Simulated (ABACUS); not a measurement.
The system is La2O3.

```
La O
1.0
     3.93078    0.00000    0.00000
    -1.96539    3.40415    0.00000
     0.00000    0.00000    6.11195
La O
2 3
Cartesian
  0.0000 2.2694 1.5050
  1.9654 1.1347 4.6070
  0.0000 0.0000 0.0000
  0.0000 2.2694 3.9477
  1.9654 1.1347 2.1643
```

The cell is a database's computed one.

Base run:

| Property | Result |
| --- | --- |
| Program | ABACUS 3.10.1 |
| Functional | PBEsol |
| Potentials or basis | PseudoDojo NC SR 0.4.1 PBEsol standard |
| Cutoff | 1510 eV |
| Density cutoff | 6041 eV |
| Basis | plane waves |
| k mesh | 8 × 8 × 5 |
| Occupations | fermi-dirac, width 0.05 eV |
| Spin | no spin polarisation |

Its results: band gap on the k mesh 3.81 eV, indirect (least direct gap 3.98 eV); pressure -3.4 GPa; largest force 0.118 eV/Å.

Task: The run is repeated on the same cell with these changes: potentials or basis from PseudoDojo NC SR 0.4.1 PBEsol standard to PseudoDojo NC SR 0.5 PBE stringent; k mesh from 8 × 8 × 5 to 6 × 6 × 4. What comes out?

Result: Band gap on the k mesh 3.76 eV, indirect (least direct gap 3.86 eV); pressure -3.1 GPa; largest force 0.103 eV/Å.

Caveats: spin-orbit coupling is left out, which moves the levels of the heavy elements; there are fewer bands than atomic start orbitals, so a level may be missed at k points of high symmetry (some runs); an odd mesh through Γ misses points on the zone boundary, where band edges often lie (some runs); the potentials were made for another functional, which shifts forces and pressure (some runs).

Not every run made on this cell is shown here.
